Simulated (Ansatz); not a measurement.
Slab of rocksalt MgO (100), 1 layer

The slab is cut from the rocksalt crystal, which needn't be the stable phase, as relaxed on PAW files (9.62 Å³/atom), with 16 Å of vacuum and a dipole correction:

```
Mg O
1.0
     3.00795    0.00000    0.00000
     0.00000    3.00795    0.00000
     0.00000    0.00000   16.00000
Mg O
1 1
Direct
  0.25000 0.25000 0.50000
  0.75000 0.75000 0.50000
```

Level of theory: DFT with PBE, scalar-relativistic, in Ansatz 0.2.0; a Γ-centred 10×10×1 k mesh, Fermi–Dirac smearing of 0.02 eV, no spin polarisation. LAPW: all electrons, basis error target 1 meV/atom; PAW: frozen-core files, cutoff 420 eV.

The bulk energy comes from a cell in the slab's orientation on a 10×10×7 mesh. The surface energy is (E(slab) − N·E(bulk))/2A at zero smearing, the mean of both faces; thin slabs carry quantum-size effects.

Q: As cut, the LAPW slab lies 1.055 eV above 2 atoms of bulk. What surface energy is that?

A: Over two faces of 9.05 Å² it is 58.3 meV/Å², and times 16.02 J/m² per eV/Å² that gives γ = 0.934 J/m².

| method | γ as cut (J/m²) |
| --- | --- |
| LAPW | 0.934 |

Q: Where do the band edges lie?

A: On the k mesh: gap 2.53 eV, valence top 4.92 eV below the vacuum level.

Q: What changes if the vacuum is set to 7 Å?

A: LAPW then gives: gap 2.25 eV, valence top 4.85 eV below the vacuum level; PAW: gap 2.25 eV, valence top 4.80 eV below the vacuum level. The program warns that the vacuum is too thin.
